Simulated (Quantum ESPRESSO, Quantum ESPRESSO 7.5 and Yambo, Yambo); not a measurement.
# BN (Qingsongite): G0W0 with Yambo, start to end

How does a plane-wave GW calculation on BN (Qingsongite) run from the first input to the gap?

Method: PBE and many-body steps on it, plane waves, in Quantum ESPRESSO 7.5 and Yambo 5.3.0.

Report form: the programs' logs are mostly left out.

### 1. Starting point

It takes space group F-43m (No. 216, cubic). Conventional cell: a = 3.615 Å, b = 3.615 Å, c = 3.615 Å, α = 90.00°, β = 90.00°, γ = 90.00°. Nearest to B lie 4 N at 1.57 Å. Nearest to N lie 4 B at 1.57 Å. Farther neighbours and most contacts between anions are not listed.

The cell and positions come from the Crystallography Open Database and are kept as given unless a step says otherwise.

### 2. Ground state

This step: Quantum ESPRESSO 7.5; DFT, PBE, plane waves, norm-conserving pseudopotentials.

The ground-state density comes first.

pw.in

```
&control
  calculation = 'scf'
  prefix = 'x'
  outdir = 'o'
  pseudo_dir = 'pseudo'
/
&system
  ibrav = 0
  nat = 2
  ntyp = 2
  ecutwfc = 72.0
  nbnd = 9
  force_symmorphic = .true.
/
&electrons
  conv_thr = 1e-10
  electron_maxstep = 80
  mixing_beta = 0.5
/
ATOMIC_SPECIES
  B 10.81 B.upf
  N 14.007 N.upf
CELL_PARAMETERS angstrom
  -0.0000000000 1.8075000000 1.8075000000
  1.8075000000 0.0000000000 1.8075000000
  1.8075000000 1.8075000000 -0.0000000000
ATOMIC_POSITIONS crystal
  B 0.0000000000 0.0000000000 0.0000000000
  N 0.2500000000 0.2500000000 0.2500000000
K_POINTS automatic
  10 10 10 0 0 0
```

Run with:

```bash
OMP_NUM_THREADS=1 mpirun -n 4 pw.x -nk 4 -in pw.in > pw.out
```

The job ended after 2.3 s (4 MPI ranks of Arm Neoverse V1, shared host; peak memory 0.17 GiB).

Numbers from this step:

```yaml
total_energy: -364.7041 eV
gap: 4.535 eV
k_of_the_valence_top: 0, 0, 0
k_of_the_conduction_bottom: 0, -0.5, -0.5
least_direct_gap: 8.878 eV
```

The gap is indirect, with the least direct gap 4.34 eV higher.

### 3. Bands along the symmetry lines

The cheap functional maps the bands first; the places of the edges decide which points the dearer methods must see.

pw.in

```
&control
  calculation = 'bands'
  prefix = 'x'
  outdir = 'o'
  pseudo_dir = 'pseudo'
/
&system
  ibrav = 0
  nat = 2
  ntyp = 2
  ecutwfc = 72.0
  nbnd = 10
  force_symmorphic = .true.
/
&electrons
  conv_thr = 1e-9
  electron_maxstep = 80
  diago_full_acc = .true.
  diago_thr_init = 5e-6
/
ATOMIC_SPECIES
  B 10.81 B.upf
  N 14.007 N.upf
CELL_PARAMETERS angstrom
  -0.0000000000 1.8075000000 1.8075000000
  1.8075000000 0.0000000000 1.8075000000
  1.8075000000 1.8075000000 -0.0000000000
ATOMIC_POSITIONS crystal
  B 0.0000000000 0.0000000000 0.0000000000
  N 0.2500000000 0.2500000000 0.2500000000
K_POINTS crystal
  50
  0.00000000 0.00000000 0.00000000 1
  -0.06250000 -0.06250000 0.00000000 1
  -0.12500000 -0.12500000 0.00000000 1
  -0.18750000 -0.18750000 0.00000000 1
  -0.25000000 -0.25000000 0.00000000 1
  -0.31250000 -0.31250000 0.00000000 1
  -0.37500000 -0.37500000 0.00000000 1
  -0.43750000 -0.43750000 0.00000000 1
  -0.50000000 -0.50000000 0.00000000 1
  -0.48437500 -0.48437500 0.03125000 1
  -0.46875000 -0.46875000 0.06250000 1
  -0.45312500 -0.45312500 0.09375000 1
  -0.43750000 -0.43750000 0.12500000 1
  -0.42187500 -0.42187500 0.15625000 1
  -0.40625000 -0.40625000 0.18750000 1
  -0.39062500 -0.39062500 0.21875000 1
  -0.37500000 -0.37500000 0.25000000 1
  -0.37500000 0.00000000 0.37500000 1
  -0.32812500 0.00000000 0.32812500 1
  -0.28125000 0.00000000 0.28125000 1
  -0.23437500 0.00000000 0.23437500 1
  -0.18750000 0.00000000 0.18750000 1
  -0.14062500 0.00000000 0.14062500 1
  -0.09375000 0.00000000 0.09375000 1
  -0.04687500 0.00000000 0.04687500 1
  0.00000000 0.00000000 0.00000000 1
  0.00000000 0.00000000 0.06250000 1
  0.00000000 0.00000000 0.12500000 1
  0.00000000 0.00000000 0.18750000 1
  0.00000000 0.00000000 0.25000000 1
  0.00000000 0.00000000 0.31250000 1
  0.00000000 0.00000000 0.37500000 1
  0.00000000 0.00000000 0.43750000 1
  -0.00000000 -0.00000000 0.50000000 1
  -0.06250000 -0.03125000 0.46875000 1
  -0.12500000 -0.06250000 0.43750000 1
  -0.18750000 -0.09375000 0.40625000 1
  -0.25000000 -0.12500000 0.37500000 1
  -0.31250000 -0.15625000 0.34375000 1
  -0.37500000 -0.18750000 0.31250000 1
  -0.43750000 -0.21875000 0.28125000 1
  -0.50000000 -0.25000000 0.25000000 1
  -0.50000000 -0.28125000 0.21875000 1
  -0.50000000 -0.31250000 0.18750000 1
  -0.50000000 -0.34375000 0.15625000 1
  -0.50000000 -0.37500000 0.12500000 1
  -0.50000000 -0.40625000 0.09375000 1
  -0.50000000 -0.43750000 0.06250000 1
  -0.50000000 -0.46875000 0.03125000 1
  -0.50000000 -0.50000000 0.00000000 1
```

The job ended after 1.4 s (4 MPI ranks; peak memory 0.05 GiB; 5.2 s of CPU time).

Numbers from this step:

```yaml
gap: 4.535 eV
k_of_the_valence_top: 0, 0, 0
k_of_the_conduction_bottom: -0.5, -0.5, 0
least_direct_gap: 8.878 eV
```

The gap is 4.535 eV, as in the run before at this level.

The electronic bands at the labelled points (eV, zero at the top of the highest filled band; v1 is the highest filled band, c1 the lowest empty one):

```
    point      v4      v3     v2     v1     c1     c2     c3     c4
        Γ  -20.21    0.00   0.00   0.00   8.88   8.88   8.88  10.37
  halfway  -18.25   -3.97  -3.01  -3.01   6.86  11.62  13.48  13.48
        X  -14.62   -8.91  -4.91  -4.91   4.53   9.34  17.91  17.91
  halfway  -14.55   -8.69  -5.96  -4.69   5.49  10.28  17.32  17.54
        U  -14.54   -8.12  -7.66  -4.08   6.98  12.95  15.84  16.68
jump to K  -14.54   -8.12  -7.66  -4.08   6.98  12.95  15.84  16.68
  halfway  -18.03   -5.73  -3.91  -1.12  10.71  10.76  11.24  13.58
        Γ  -20.21    0.00   0.00   0.00   8.88   8.88   8.88  10.37
  halfway  -18.73   -5.47  -1.13  -1.13   9.70  10.40  10.40  13.57
        L  -15.99  -10.68  -1.94  -1.94  10.21  10.78  10.78  15.26
  halfway  -15.29   -9.69  -4.82  -3.45   9.66  11.24  14.40  15.79
        W  -14.31   -7.58  -6.96  -6.50   9.65  13.35  14.61  14.69
  halfway  -14.47   -8.49  -5.77  -5.71   6.58  11.00  16.25  17.43
        X  -14.62   -8.91  -4.91  -4.91   4.53   9.34  17.91  17.91
```

### 4. Empty states on the mesh, 8×8×8 mesh, 53 bands

The sums over transitions need many empty states on a uniform mesh; this step solves for them.

pw.in

```
&control
  calculation = 'nscf'
  prefix = 'x'
  outdir = 'o'
  pseudo_dir = 'pseudo'
/
&system
  ibrav = 0
  nat = 2
  ntyp = 2
  ecutwfc = 72.0
  nbnd = 53
  force_symmorphic = .true.
/
&electrons
  conv_thr = 1e-9
  electron_maxstep = 80
  diago_full_acc = .true.
  diago_thr_init = 5e-6
/
ATOMIC_SPECIES
  B 10.81 B.upf
  N 14.007 N.upf
CELL_PARAMETERS angstrom
  -0.0000000000 1.8075000000 1.8075000000
  1.8075000000 0.0000000000 1.8075000000
  1.8075000000 1.8075000000 -0.0000000000
ATOMIC_POSITIONS crystal
  B 0.0000000000 0.0000000000 0.0000000000
  N 0.2500000000 0.2500000000 0.2500000000
K_POINTS automatic
  8 8 8 0 0 0
```

It took 3.1 s on 4 MPI ranks; peak memory 0.18 GiB.

Numbers from this step:

```yaml
gap: 4.535 eV
k_of_the_valence_top: 0, 0, 0
k_of_the_conduction_bottom: 0, -0.5, -0.5
least_direct_gap: 8.878 eV
k_points_computed: 29
lowest_point_of_the_top_converged_band_above_the_valence_top: 119.7461 eV
```

On this mesh the gap is 4.535 eV.

### 5. Conversion and set-up

This step: Yambo 5.3.0; conversion and set-up on PBE, plane waves, norm-conserving pseudopotentials.

The states are converted to the many-body program's format and the q mesh is built.

Run with:

```bash
(cd o/x.save; p2y > p2y.log; mv SAVE ../..); yambo > setup.log
```

Elapsed: 2 s, on 1 MPI rank; peak memory 0.23 GiB.

### 6. Screening and self-energy, 8×8×8 mesh, 53 bands, screening to 210.9 eV

Now the one-shot GW correction: screening in the RPA, then the self-energy of the levels asked for.

This step: G0W0 on PBE, plane waves, norm-conserving pseudopotentials.

gw1.in

```
HF_and_locXC
gw0
dyson
ppa
em1d
rim_cut
RandQpts= 1000000
RandGvec= 1 RL
EXXRLvcs= 72 Ry
VXCRLvcs= 288 Ry
Chimod= "HARTREE"
% BndsRnXp
 1 | 53 |
%
NGsBlkXp= 15.5 Ry
% LongDrXp
 1 | 1 | 1 |
%
% GbndRnge
 1 | 53 |
%
DysSolver= "n"
ExtendOut
PPAPntXp= 27.21138 eV
% QPkrange
 1 | 29 | 2 | 6 |
%
```

Run with:

```bash
OMP_NUM_THREADS=1 mpirun -n 4 yambo -F gw1.in -J gw1 -C gw1 > gw1.log
```

It took 6.3 min on 4 MPI ranks; peak memory 1.2 GiB; 25 min of CPU time.

Numbers from this step:

- G0W0 gap on the mesh: 5.955 eV
- starting gap on the mesh: 4.535 eV
- k of the valence top: 0, 0, 0
- k of the conduction bottom: 0, -0.5, -0.5
- least direct G0W0 gap on the computed points: 10.89 eV
- Z at the valence top: 0.8278
- Z at the conduction bottom: 0.8541

The gap on the mesh goes from 4.53 eV to 5.96 eV, a correction of +1.42 eV.

Limits: finite bands, cutoff and mesh. v1 is the top filled band, c1 the lowest empty one. Levels before and after the correction, in eV, zero at the valence-band top of each column:

```
           conduction bottom  valence top
Kohn-Sham               4.53         0.00
     G0W0               5.96         0.00
```

```
                         level  energy (eV)
Kohn-Sham              Γ v3-v1        0.000
Kohn-Sham              Γ c1-c2        8.878
Kohn-Sham     (0 -0.5 -0.5) v3       -8.907
Kohn-Sham  (0 -0.5 -0.5) v2-v1       -4.907
Kohn-Sham     (0 -0.5 -0.5) c1        4.535
Kohn-Sham     (0 -0.5 -0.5) c2        9.342
     G0W0              Γ v3-v1        0.000
     G0W0              Γ c1-c2       10.888
     G0W0     (0 -0.5 -0.5) v3       -9.918
     G0W0  (0 -0.5 -0.5) v2-v1       -5.411
     G0W0     (0 -0.5 -0.5) c1        5.955
     G0W0     (0 -0.5 -0.5) c2       10.892
```

### 7. Where the time went

Times are wall times on the hardware named with each run, good to a factor of about two.

```
                          step     time  share  memory (GiB)
                  ground state    2.3 s    1 %          0.17
bands along the symmetry lines    1.4 s    0 %          0.05
      empty states on the mesh    3.1 s    1 %          0.18
         conversion and set-up      2 s    1 %          0.23
     screening and self-energy  6.3 min   98 %           1.2
```

### 8. What came out

| Property | Result |
| --- | --- |
| PBE gap | 4.53 eV, indirect |
| G0W0 gap on the mesh | 5.96 eV |
| GW settings | 8×8×8 mesh, 53 bands, screening to 210.9 eV, Godby-Needs plasmon pole |
| known limits | not at the basis limit |

**Reading.** G0W0 moves the gap on the mesh from 4.53 eV to 5.96 eV (+1.42 eV), with Z of 0.83 and 0.85 at the edges. The dearest step here is «screening and self-energy». Bands and cutoff are finite, so the gap is not at the basis limit. The miss can reach some tenths of an eV and take either sign; the mesh is an error of its own.

[Paths, hosts, dates, memory and timing lines, banners, echoed tables and standing remarks are left out of the program output.]

[Logs are printed without paths, hosts, clocks, repeated set-up lines and the standing remarks that a program may print on its own settings, such as how far it seeks lower states.]

[Runs of the session that timed out or met a known fault of the program may be left out.]

[Hosts, paths, dates, database ids (printed as entryN), source tags and the programs' standing remarks are cut or masked in the printed files.]
